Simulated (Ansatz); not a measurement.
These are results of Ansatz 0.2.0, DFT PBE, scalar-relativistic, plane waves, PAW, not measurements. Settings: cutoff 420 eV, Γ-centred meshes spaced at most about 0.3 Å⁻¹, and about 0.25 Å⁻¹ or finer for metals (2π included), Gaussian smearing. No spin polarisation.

All energies are static (0 K, no zero-point motion).

Compare these two cells of ZrSi₇, each relaxed at this level.

A.

```yaml
crystal:
  lattice:
    - [3.77982, 0.00000, 0.00000]
    - [0.00000, 3.77982, 0.00000]
    - [0.00000, 0.00000, 8.58799]
  atoms:
    - { symbol: Zr, position: [0.00000, 0.00000, 0.00000] }
    - { symbol: Si, position: [0.50000, 0.50000, 0.00000] }
    - { symbol: Si, position: [0.00000, 0.50000, 0.26110] }
    - { symbol: Si, position: [0.50000, 0.00000, 0.26110] }
    - { symbol: Si, position: [0.00000, 0.50000, 0.73889] }
    - { symbol: Si, position: [0.50000, 0.00000, 0.73889] }
    - { symbol: Si, position: [0.00000, 0.00000, 0.50000] }
    - { symbol: Si, position: [0.50000, 0.50000, 0.50000] }
```

B.

```yaml
crystal:
  lattice:
    - [5.21843, 0.00000, 0.00000]
    - [-2.60921, 4.51929, 0.00000]
    - [0.00000, 0.00000, 5.21790]
  atoms:
    - { symbol: Zr, position: [0.00000, 0.00000, 0.50000] }
    - { symbol: Si, position: [0.50000, 0.00000, 0.75887] }
    - { symbol: Si, position: [0.00000, 0.50000, 0.75887] }
    - { symbol: Si, position: [0.50000, 0.50000, 0.75887] }
    - { symbol: Si, position: [0.50000, 0.00000, 0.24113] }
    - { symbol: Si, position: [0.00000, 0.50000, 0.24113] }
    - { symbol: Si, position: [0.50000, 0.50000, 0.24113] }
    - { symbol: Si, position: [0.00000, 0.00000, 0.00000] }
```

**Question.** Which would you expect to be lower, and how large is the difference?

**Answer.** B is lower, by 149 meV/atom. A has Zr and Si ordered on fcc sites, space group P4/mmm (No. 123), 15.3 Å³/atom and no gap on its mesh; B has space group P6/mmm (No. 191), 15.4 Å³/atom and no gap. Counting Si atoms around Zr (those within 1.25 times the shortest such distance or 1.15 times the sum of covalent radii, 1.27 where that leaves under three; a plus sign parts nearer from farther groups), A has Zr 4+8 and B has Zr 2+12. B holds Si–Si nets (shortest 2.52 Å); in A the shortest Si–Si distance is 2.67 Å, near bonding range too. Even the lower one lies +0.04 eV/atom against the reference forms of the elements (uncorrected), so neither is stable at this level. In A, Zr is surrounded by 4 Si at 2.67 Å and 8 Si at 2.93 Å; Si on a site of symmetry 4/mmm is surrounded by 4 Zr at 2.67 Å and 8 Si at 2.93 Å; Si on a site of symmetry 2mm has 10 Si at 2.67–2.93 Å and 2 Zr at 2.93 Å; 2 more sites not described. In B, Zr has 2 Si at 2.61 Å and 12 Si at 2.94 Å; Si on a site of symmetry 2mm has 6 Si at 2.52–2.70 Å, 2 Si at 2.90 Å and 2 Zr at 2.94 Å; Si on a site of symmetry 6/mmm is surrounded by 2 Zr at 2.61 Å and 12 Si at 2.90 Å. Both come from invented guesses. The lowest form computed isn't among them: it has space group P2_1 (No. 4), 16.0 Å³/atom and lies 38 meV/atom below the best shown.

Cells relaxed within their symmetry can be saddle points. Some candidate types were left out of the draw beforehand, so a known form may be missing.
